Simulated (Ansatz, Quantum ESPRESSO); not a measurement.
## In: 3 runs at one level of theory

```
CELL_PARAMETERS angstrom
3.33927 0.00000 0.00000
-1.66964 2.89190 0.00000
0.00000 0.00000 23.20746
ATOMIC_POSITIONS crystal
In 0.66667 0.33333 0.32317
In 0.33333 0.66667 0.44131
In 0.66667 0.33333 0.55869
In 0.33333 0.66667 0.67683
```

Alike in all runs: functional PBE; k mesh 9 × 9 × 1; occupations fermi-dirac, width 0.05 eV; no spin polarisation; no spin-orbit coupling.

| program and potentials | plane-wave cutoff (eV) | notes | largest force (eV/Å) |
| --- | --- | --- | --- |
| Ansatz, all-electron LAPW, scalar-relativistic | - | - | 0.098 |
| Ansatz, Ansatz PAW | 420 | - | 0.098 |
| Quantum ESPRESSO, PseudoDojo 0.4.1 SR PBE standard | 952 | - | 0.097 |

Force on atom 1 (In), eV/Å:

| program and potentials | x | y | z |
| --- | --- | --- | --- |
| Ansatz, all-electron LAPW, scalar-relativistic | 0.000 | 0.000 | -0.098 |
| Ansatz, Ansatz PAW | 0.000 | 0.000 | -0.098 |
| Quantum ESPRESSO, PseudoDojo 0.4.1 SR PBE standard | 0.000 | 0.000 | -0.096 |

Differences between rows come from potentials, basis sets and numerical settings, since the functional is the same but for its coding. Runs on potential files found faulty are left out.
